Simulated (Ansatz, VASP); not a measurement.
**SnTe in VASP and in Ansatz**

```
Te Sn
1.0
     0.00000    3.61115    3.61115
     3.61115    0.00000    3.61115
     3.61115    3.61115    0.00000
Te Sn
1 1
Cartesian
  1.8056 1.8056 1.8056
  0.0000 0.0000 0.0000
```

Measurements of this composition are mostly on another form, of space group No. 225.

Alike in both runs: task single point; functional PBE; k mesh 7 × 7 × 7; occupations fermi-dirac, width 0.05 eV; no spin polarisation.

```csv
,VASP,Ansatz
version,VASP 6.6.1,Ansatz 0.2.0
potentials or method,"VASP PAW PBE potentials, release 64 (Te, Sn_d)",Ansatz PAW
plane-wave cutoff (eV),520,420
valence electrons in the cell,20,30
```

```csv
,VASP,Ansatz,Ansatz less VASP
gap on the k mesh at the Fermi level (eV),0.33,0.33,+0.002
least direct gap on the mesh (eV),0.83,0.83,+0.001
pressure (GPa),-0.1,-0.1,+0.01
```

The two sets of potentials don't hold the same shells in valence.

Caveats: spin-orbit coupling is left out, which moves the levels of the heavy elements; an odd mesh through Γ misses points on the zone boundary, where band edges often lie (VASP); odd divisions of the mesh miss points on the zone boundary, where band edges often lie, so the gap on the mesh can be too wide (Ansatz).
